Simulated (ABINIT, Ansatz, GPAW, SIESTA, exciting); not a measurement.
**Pb: programs and potentials compared**

```xyz
2
Lattice="3.0386 -1.7503 0.0000 3.0386 1.7503 0.0000 -2.1155 0.0000 6.0952" Properties=species:S:1:pos:R:3 pbc="T T T"
Pb    3.9848    0.0000    4.4269
Pb   -0.0230    0.0000    1.6683
```

This isn't the form of Pb at room conditions, which is fcc.

Alike in all runs: task single point; functional PBEsol; k mesh 9 × 9 × 5; occupations fermi-dirac, width 0.05 eV; no spin polarisation; no spin-orbit coupling. Pressure is positive in compression and, in plane waves, holds the error of the finite cutoff.

```tsv
program and potentials	plane-wave cutoff (eV)	notes	pressure (GPa)	largest force (eV/Å)
exciting, all-electron LAPW+lo, shipped species files, valence relativity iora*	-	-	-	0.129
SIESTA, files PseudoDojo sr-pbesol-0.4.1-standard, DZP (energy shift 0.003 Ry; two zetas on semicore shells)	-	atomic basis	-1.36	0.054
GPAW, PAW data sets generated for this functional	600	-	-2.02	0.145
ABINIT, PseudoDojo NC SR PBEsol v0.4.1 standard	762	-	-1.75	0.130
Ansatz, all-electron LAPW, scalar-relativistic	-	-	?	?
```

Estimate from the other rows what the run with Ansatz, all-electron LAPW, scalar-relativistic gave.

Pressure -1.77 GPa; largest force 0.137 eV/Å. The other rows, which needn't bracket it: pressure -2.02 to -1.36; largest force 0.054 to 0.145.
